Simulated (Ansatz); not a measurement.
Crystal: Sn.

```
Sn
1.0
     0.00000    3.23334    3.23334
     3.23334    0.00000    3.23334
     3.23334    3.23334    0.00000
Sn
2
Direct
  0.75000 0.75000 0.75000
  0.50000 0.50000 0.50000
```

This isn't the form of Sn at room conditions, which is tetragonal (white tin).

- Program: Ansatz 0.2.0
- Task: relaxation of cell and atoms
- Functional: RPBE
- Dispersion: D4
- Potentials or basis: all-electron LAPW, scalar-relativistic
- Basis error allowed: 0.001 eV/atom
- k mesh: 7 × 7 × 7
- Occupations: fermi-dirac, width 0.05 eV
- Spin: no spin polarisation

At the start: volume 33.80 Å³/atom.

Problem. How do energy, volume and symmetry change on relaxing?

Solution. Over 5 steps the energy falls by 8.8 meV/atom and the volume is 35.32 Å³/atom (+4.5 %); space group Fd-3m (No. 227, to 0.05 Å).

The path:
| step | energy change (eV) | largest force (eV/Å) | volume (Å³) |
| --- | --- | --- | --- |
| 1 | 0.0000 | 0.0000 | 67.61 |
| 2 | -0.0127 | 0.0000 | 72.34 |
| 3 | -0.0175 | 0.0000 | 70.80 |
| 4 | -0.0175 | 0.0000 | 70.63 |
| 5 | -0.0175 | 0.0000 | 70.63 |

Final structure:
```
Sn
1.0
     0.00000    3.28091    3.28091
     3.28091    0.00000    3.28091
     3.28091    3.28091    0.00000
Sn
2
Direct
  0.75000 0.75000 0.75000
  0.50000 0.50000 0.50000
```
